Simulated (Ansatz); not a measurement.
# Ta2N in Ansatz: the effect of functional

Ta2N:

```
Ta N
1.0
     3.07079    0.00000    0.00000
    -1.53540    2.65938    0.00000
     0.00000    0.00000    4.80402
Ta N
2 1
Direct
  0.33333 0.66667 0.25471
  0.66667 0.33333 0.74529
  0.00000 0.00000 0.00000
```

The cell comes from a database or a generator and needn't be the stable form of this composition.

The cell isn't the ideal one: volume scaled by 0.96.

Alike in all runs:

```yaml
Program: Ansatz 0.2.0
Task: single point
Potentials_or_basis: Ansatz PAW
k_mesh: 10 × 10 × 6
Occupations: fermi-dirac, width 0.05 eV
Spin: no spin polarisation
```

```csv
functional,cutoff,pressure (GPa),largest force (eV/Å)
LDA,420 eV (not typed: the program's choice for these potentials),-3.2,0.21
PBEsol,420 eV (not typed: the program's choice for these potentials),?,?
r2SCAN,500 eV (not typed: the program's choice for these potentials),7.1,0.35
```

Task: What does the run with functional PBEsol give?

Result: Pressure 2.6 GPa; largest force 0.06 eV/Å.

Caveats: the PAW data sets come from PBE, with cores solved anew for the run's functional, which leaves a small shift of forces and pressure.
